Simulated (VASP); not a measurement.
Given:

```xyz
2
Lattice="2.0652 1.1923 3.6275 -2.0652 1.1923 3.6275 0.0000 -2.3847 3.6275" Properties=species:S:1:pos:R:3 pbc="T T T"
Ge     0.0000     0.0000    10.7980
Te     0.0000     0.0000     5.7544
```

Calculation: LDA (Ceperley-Alder, Perdew-Zunger), VASP's LDA PAW potentials (set 64) (plane waves; VASP). Settings: 300 eV cut-off, 5×5×5 Γ-centred mesh, Fermi-Dirac smearing of 0.010 eV, potentials Ge_d Te.

At this cut-off the stress carries a Pulay error, which pulls relaxed volumes low.

### Question
Estimate the energy per atom (σ→0), pressure, largest force.

### Answer

```json
{
 "energy per atom (σ→0)": "-4.586 eV/atom",
 "pressure": "-1.48 GPa",
 "largest_force": "0.147 eV/Å"
}
```

Only differences to runs with the same potentials and settings are physical.

The structure comes from a computed database's GeTe entry; how it stands against other phases isn't given here. The cell was not relaxed at this level.
